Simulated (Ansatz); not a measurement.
# Does disorder add resistance in series? Pt(111) layers with 75 % Re

Two lengths of the disordered region are known. What area resistance does the third give?

**Method.** Ansatz 0.2.0, plane waves with PAW datasets at their recommended cutoffs (420 eV for most), Fermi-Dirac smearing; ballistic transmission by layer matching. The area resistance is RA = A (h/2e²)(1/T − 1/N), with T the zone-mean transmission per spin and N the lead's channels, both averaged over a few energies near the Fermi level; for magnets each spin is taken apart, with h/e², and the two conduct in parallel. Lateral cell 2x2, PBE, a fresh random draw for each length.

Results; the value marked ? is to be predicted:

| length (Å) | channels N | RA (fΩ m²) |
| --- | --- | --- |
| 9.06 | 6.947 | 1.20 |
| 18.1 | 6.923 | 1.60 |
| 27.2 | 6.927 | ? |

Worked fit:

Ohm's law makes RA linear in the length: the slope is (1.60 − 1.20)/(18.1 − 9.06) = 0.0440 fΩ m² per Å, or 44 µΩ cm. Then 1.60 + 0.0440 × 9.06. Predicted: 2.00 fΩ m².

What the run gave:

2.25 fΩ m², so the prediction is 11 % too low. The three lengths together give 58 µΩ cm. The two increments are 0.40 and 0.65 fΩ m²; with one draw for each length, their difference can't be told from scatter.

Caveats: The scatterers repeat sideways with the small cell. The slope is a raw one; a model of isotropic scattering puts it 1.00 times the bulk value over these lengths. Atoms sit unrelaxed on the host's lattice, and the pair may not mix at random in practice. Spin-orbit coupling is left out, which matters for Pt and Re.
